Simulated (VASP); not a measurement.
# PbSe in VASP: notebook

The runs below take PbSe through single point, with PBE.

Everything below comes from runs of VASP 6.6.1. Logs are shortened: lines on timing, memory, paths and dates and some standing lists are left out, and cuts for length are marked.

**Experimental background.**

From a printed reference work, monograph, for a bulk crystal of PbSe at 4.2 K: band gap 0.15 eV (direct).

How close the calculation comes is told below.

## (1) The cell of the first run

The structure is tetragonal, space group I4/mmm (No. 139). Conventional cell: a = 4.270 Å, b = 4.270 Å, c = 6.222 Å, α = 90.00°, β = 90.00°, γ = 90.00°. Within 4.0 Å of Pb (site symmetry 4/mmm) lie 6 Se at 3.02 to 3.11 Å. Within 4.0 Å of Se (site symmetry 4/mmm) lie 6 Pb at 3.02 to 3.11 Å.

## (2) Single point, PBE (strained)

The input, INCAR:

```
SYSTEM = PbSe
PREC     = Accurate       ! precision mode
ENCUT    = 520            ! plane-wave cutoff, eV
EDIFF    = 1E-6           ! SCF threshold, eV
ISMEAR   = 0              ! smearing method
SIGMA    = 0.05           ! smearing width, eV
LREAL    = .False.        ! projectors in reciprocal space
LASPH    = .True.         ! aspherical terms in the spheres
NELM     = 60             ! most SCF steps
ALGO     = Normal         ! electronic algorithm
ISIF     = 2              ! what is computed and relaxed
LWAVE    = .False.        ! write WAVECAR
LCHARG   = .True.         ! write CHGCAR
GGA      = PE             ! functional
LELF     = .True.         ! ELF
LVHAR    = .True.       
NBANDS   = 17             ! bands
```

The input, KPOINTS:

```
Automatic mesh
0
Gamma
  10 10 10
  0 0 0
```

The input, POSCAR:

```
PbSe
1.0
    0.0000000000      3.0192492785      3.1111137785
    3.0192492785      0.0000000000      3.1111137785
    3.0192492785      3.0192492785      0.0000000000
Pb Se
1 1
Direct
    0.0000000000      0.0000000000      0.0000000000
    0.5000000000      0.5000000000      0.5000000000
```

Potentials or basis: VASP PAW PBE potentials, release 64 (Pb_d, Se).

Run with:

```sh
cat potpaw_PBE.64/Pb_d/POTCAR potpaw_PBE.64/Se/POTCAR > POTCAR
mpirun -np 1 vasp_std > vasp.out
```

OUTCAR:

```text
SYSTEM = PbSe
   PREC = Accurate
   ENCUT = 520
   EDIFF = 1E-6
   ISMEAR = 0
   LREAL = .False.
   LASPH = .True.
   NELM = 60
   ISIF = 2
   GGA = PE

 ion  position               nearest neighbor table
   1  0.000  0.000  0.000-   2 3.02   2 3.02   2 3.02   2 3.02   2 3.11   2 3.11
   2  0.500  0.500  0.500-   1 3.02   1 3.02   1 3.02   1 3.02   1 3.11   1 3.11

  LATTYP: Found a body centered tetragonal cell.
 ALAT       =     4.2698632778
 C/A-ratio  =     1.4572428090

  Lattice vectors:

 A1 = (  -3.0192492785,   0.0000000000,   3.1111137785)
 A2 = (   3.0192492785,   0.0000000000,   3.1111137785)
 A3 = (   0.0000000000,   3.0192492785,  -3.1111137785)

Analysis of symmetry for initial positions (statically):
=====================================================================
 Subroutine PRICEL returns:
 Original cell was already a primitive cell.

 Routine SETGRP: Setting up the symmetry group for a
 body centered tetragonal supercell.

 Subroutine GETGRP returns: Found 16 space group operations
 (whereof 16 operations were pure point group operations)
 out of a pool of 16 trial point group operations.

The static configuration has the point symmetry D_4h.

Analysis of symmetry for dynamics (positions and initial velocities):
=====================================================================
 Subroutine PRICEL returns:
 Original cell was already a primitive cell.

 Routine SETGRP: Setting up the symmetry group for a
 body centered tetragonal supercell.

 Subroutine GETGRP returns: Found 16 space group operations
 (whereof 16 operations were pure point group operations)
 out of a pool of 16 trial point group operations.

The dynamic configuration has the point symmetry D_4h.

 Subroutine INISYM returns: Found 16 space group operations
 (whereof 16 operations are pure point group operations),
 and found     1 'primitive' translations

----------------------------------------------------------------------------------------

                                     Primitive cell

  volume of cell :      56.7210

  direct lattice vectors                    reciprocal lattice vectors
     0.000000000  3.019249278  3.111113779    -0.165604080  0.165604080  0.160714148
     3.019249278  0.000000000  3.111113779     0.165604080 -0.165604080  0.160714148
     3.019249278  3.019249278  0.000000000     0.165604080  0.165604080 -0.160714148

  length of vectors
     4.335307965  4.335307965  4.269863278     0.284039540  0.284039540  0.284039540
[... 80 lines left out ...]
   NELM   =     60;   NELMIN=  2; NELMDL= -5     # of ELM steps
   EDIFF  = 0.1E-05   stopping-criterion for ELM
   LREAL  =      F    real-space projection
   EDIFFG = 0.1E-04   stopping-criterion for IOM
   NSW    =      0    number of steps for IOM
   IBRION =     -1    ionic relax: 0-MD 1-quasi-New 2-CG
   NFREE  =      0    steps in history (QN), initial steepest desc. (CG)
   ISIF   =      2    stress and relaxation
   ISYM   =      2    0-nonsym 1-usesym 2-fastsym
   POTIM  = 0.5000    time-step for ionic-motion
   TEBEG  =    0.0;   TEEND  =   0.0 temperature during run
   PSTRESS=    0.0 pullay stress
   NELECT =      20.0000    total number of electrons
   NUPDOWN=      -1.0000    fix difference up-down
   EMIN   =  10.00;   EMAX   =-10.00  energy-range for DOS
   EFERMI =   0.00;   METHOD = LEGACY
   ISMEAR =     0;   SIGMA  =   0.05  broadening in eV -4-tet -1-fermi 0-gaus
   EFERMI_NEDOS =   21; number of points for ismear=-14 and -15
   IALGO  =     38    algorithm
   IMIX   =      4    mixing-type and parameters
     AMIX     =   0.40;   BMIX     =  1.00
     AMIX_MAG =   1.60;   BMIX_MAG =  1.00
  volume/ion in A,a.u.               =      28.36       191.39
  Fermi-wavevector in a.u.,A,eV,Ry     =   1.156565  2.185592 18.199747  1.337644
  Thomas-Fermi vector in A             =   2.293185
   LORBIT       =      0    0 simple, 1 ext, 2 COOP (PROOUT), +10 PAW based schemes
   GGA     = PE    functional components
   LHFCALC =     F    Hartree Fock is set to
   AEXX    =    0.0000 exact exchange contribution
   IVDW    =     0    specifies the selected vdW correction
   LEPSILON=     F    determine dielectric tensor
   LRPA    =     F    only Hartree local field effects (RPA)
 non-spin polarized calculation
 Gauss-broadening in eV      SIGMA  =   0.05
  energy-cutoff  :      520.00
  volume of cell :       56.72
 maximum number of plane-waves:      1556
   NGX = 17   NGY = 17   NGZ = 15

 number of electron      20.0000000 magnetization

 Free energy of the ion-electron system (eV)
  ---------------------------------------------------
  ext. energy  EPLUGINS =         0.00000000
  ---------------------------------------------------
  free energy    TOTEN  =        -8.15290791 eV

  energy without entropy =       -8.15290671  energy(sigma->0) =       -8.15290731

 E-fermi :   5.3505     XC(G=0):  -9.5788

 val. band max:        5.2360728433   @ k =   0.5000   0.0000   0.0000
 cond. band min:       5.4648914294   @ k =   0.5000   0.0000   0.0000
 fundamental gap:      0.2288185862
 Fermi energy:         5.3504820359

 k-point     1 :       0.0000    0.0000    0.0000
  band No.  band energies     occupation
      1     -11.6569      2.00000
      2     -11.6522      2.00000
      3     -11.6522      2.00000
      4     -11.6444      2.00000
      5     -11.6376      2.00000
      6      -8.4850      2.00000
[... 457 lines left out ...]
      4     -11.6197      2.00000
      5     -11.6159      2.00000
      6      -7.4384      2.00000
[... 9 lines left out ...]
     16      16.0281      0.00000
     17      16.6303      0.00000

 [... further k-points ...]

------------------------ aborting loop because EDIFF is reached ----------------------------------------

  FORCE on cell =-STRESS in cart. coord.  units (eV):
  Direction    XX          YY          ZZ          XY          YZ          ZX
  --------------------------------------------------------------------------------------
  -------------------------------------------------------------------------------------
  Total        1.5845300      1.5845300      0.2223974      0.0000000      0.0000000      0.0000000
  in kB       44.7576441     44.7576441      6.2819782      0.0000000      0.0000000      0.0000000
  external PRESSURE =      31.9324221 kB  Pullay stress =       0.0000000 kB

 VOLUME and BASIS-vectors are now :
 -----------------------------------------------------------------------------
  energy-cutoff  :      520.00
  volume of cell :       56.72
      direct lattice vectors                 reciprocal lattice vectors
     0.000000000  3.019249278  3.111113779    -0.165604080  0.165604080  0.160714148
     3.019249278  0.000000000  3.111113779     0.165604080 -0.165604080  0.160714148
     3.019249278  3.019249278  0.000000000     0.165604080  0.165604080 -0.160714148

 POSITION                                       TOTAL-FORCE (eV/Angst)
 -----------------------------------------------------------------------------------
      0.00000      0.00000      0.00000        -0.000000      0.000000     -0.000000
      3.01925      3.01925      3.11111         0.000000      0.000000      0.000000
 -----------------------------------------------------------------------------------
    total drift:                                0.000000     -0.000000     -0.000000

  FREE ENERGIE OF THE ION-ELECTRON SYSTEM (eV)
  ---------------------------------------------------
  free  energy   TOTEN  =        -8.1529079099 eV

  energy  without entropy=       -8.1529067087  energy(sigma->0) =       -8.15290731
```

OSZICAR:

```text
N       E                     dE             d eps       ncg     rms          rms(c)
DAV:   1     0.157629075103E+03    0.15763E+03   -0.95233E+03  3484   0.120E+03
DAV:   2     0.324780126558E+01   -0.15438E+03   -0.14928E+03  3663   0.307E+02
DAV:   3    -0.815955254899E+01   -0.11407E+02   -0.11324E+02  4413   0.896E+01
DAV:   4    -0.842698054890E+01   -0.26743E+00   -0.26723E+00  4358   0.152E+01
DAV:   5    -0.843618338370E+01   -0.92028E-02   -0.92024E-02  5029   0.274E+00    0.280E+00
DAV:   6    -0.815518149545E+01    0.28100E+00   -0.68092E-01  5404   0.577E+00    0.160E+00
DAV:   7    -0.814990329610E+01    0.52782E-02   -0.12051E-01  4189   0.170E+00    0.862E-01
DAV:   8    -0.815322518410E+01   -0.33219E-02   -0.12722E-02  4273   0.124E+00    0.147E-01
DAV:   9    -0.815284526144E+01    0.37992E-03   -0.25536E-03  5417   0.509E-01    0.499E-02
DAV:  10    -0.815290068027E+01   -0.55419E-04   -0.21466E-04  4101   0.855E-02    0.186E-02
DAV:  11    -0.815290801267E+01   -0.73324E-05   -0.64301E-05  4730   0.796E-02    0.948E-03
DAV:  12    -0.815290790991E+01    0.10275E-06   -0.35838E-06  4200   0.126E-02
   1 F= -.81529079E+01 E0= -.81529073E+01  d E =-.120118E-05
```

stdout:

```text
POSCAR found type information on POSCAR PbSe
 POSCAR found :  2 types and       2 ions
 scaLAPACK will be used
 LDA part: xc-table for (Slater+PW92), standard interpolation
 POSCAR, INCAR and KPOINTS ok, starting setup
 FFT: planning ... GRIDC
 FFT: planning ... GRID_SOFT
 FFT: planning ... GRID
 WAVECAR not read
 entering main loop
```

It took 66 s on 1 thread of Intel Xeon Platinum 8488C (Sapphire Rapids), shared host; peak memory 0.24 GiB.

Results:

- Free energy: -8.1529 eV
- Pressure: 3.2 GPa
- Band gap on the k mesh: 0.23 eV, direct

Stress tensor (GPa, compression positive):
```
4.48 0.00 0.00
0.00 4.48 0.00
0.00 0.00 0.63
```

Levels at points of the mesh, in eV from the valence-band top:
```csv
k point,band 7,band 8,band 9,band 10,band 11,band 12,band 13,band 14
"(0.00, 0.00, 0.00)",-6.31,-2.05,-2.05,-1.79,4.26,4.94,4.94,6.35
"(0.50, 0.00, 0.00)",-8.90,-1.59,-1.50,0.00,0.23,1.57,1.73,8.53
"(0.50, 0.50, 0.00)",-7.33,-5.07,-3.29,-3.29,3.70,5.73,5.73,5.82
"(0.50, 0.00, 0.50)",-7.48,-5.13,-3.51,-3.20,3.58,5.23,5.93,6.19
```

Caveat: the cell differs from its parent crystal (strained); spin-orbit coupling is left out, which moves the levels of the heavy elements. A k mesh can miss the band edges.

## (3) Single point, PBE (strained and its atoms moved)

The input, INCAR:

```
  ALGO = Normal
  EDIFF = 1E-7
  ENCUT = 520
  GGA = PE
  ISIF = 2
  ISMEAR = 0
  LASPH = True
  LCHARG = False
  LREAL = False
  LWAVE = False
  NBANDS = 17
  NELM = 100
  PREC = Accurate
  SIGMA = 0.05
```

The input, KPOINTS:

```
k-points
0
Gamma
  10 10 10
```

The input, POSCAR:

```
PbSe
1.0
   -0.0076859965      3.1238829440      3.1698151940
    3.1238829440     -0.0076859965      3.1698151940
    3.1161969475      3.1161969475      0.0000000000
Pb Se
1 1
Direct
    0.0097970380      0.0097970380     -0.0097970380
    0.4902029620      0.4902029620      0.5097970380
```

Potentials or basis: VASP PAW PBE potentials, release 64 (Pb_d, Se).

Run with:

```sh
cat potpaw_PBE.64/Pb_d/POTCAR potpaw_PBE.64/Se/POTCAR > POTCAR
mpirun -np 1 vasp_std > vasp.out
```

Wall time 2.9 min (1 thread of Intel Xeon Platinum 8488C (Sapphire Rapids), shared host); peak memory 0.34 GiB.

It converged, with:

```yaml
Free_energy: -8.1903 eV
Pressure: -1.1 GPa
Largest_force: 0.013 eV/Å
Band_gap_on_the_k_mesh: 0.61 eV, indirect (least direct gap 0.63 eV)
```

Forces in eV/Å, atoms in the order of the input:
```
Pb   0.000  0.000  0.013
Se   0.000  0.000 -0.013
```

Stress tensor (GPa, compression positive):
```
-0.82  0.09  0.00
 0.09 -0.82  0.00
 0.00  0.00 -1.66
```

Levels at points of the mesh, in eV from the valence-band top:
```tsv
k point	band 7	band 8	band 9	band 10	band 11	band 12	band 13	band 14
(0.00, 0.00, 0.00)	-6.32	-1.51	-1.47	-1.41	4.45	4.65	4.65	6.71
(0.50, 0.00, 0.00)	-8.32	-1.17	-1.08	0.00	0.63	1.97	2.00	8.50
(0.50, 0.50, 0.00)	-7.20	-4.21	-2.70	-2.65	4.13	5.46	5.47	5.72
(0.00, 0.00, 0.50)	-8.30	-1.17	-1.11	-0.02	0.61	1.96	1.96	8.51
(0.50, 0.00, 0.50)	-7.19	-4.29	-2.76	-2.63	3.94	5.27	5.68	5.87
```

Caveat: the cell differs from its parent crystal (strained and its atoms moved); spin-orbit coupling is left out, which moves the levels of the heavy elements. A k mesh can miss the band edges.

(Part 1 of 2 ends here.)
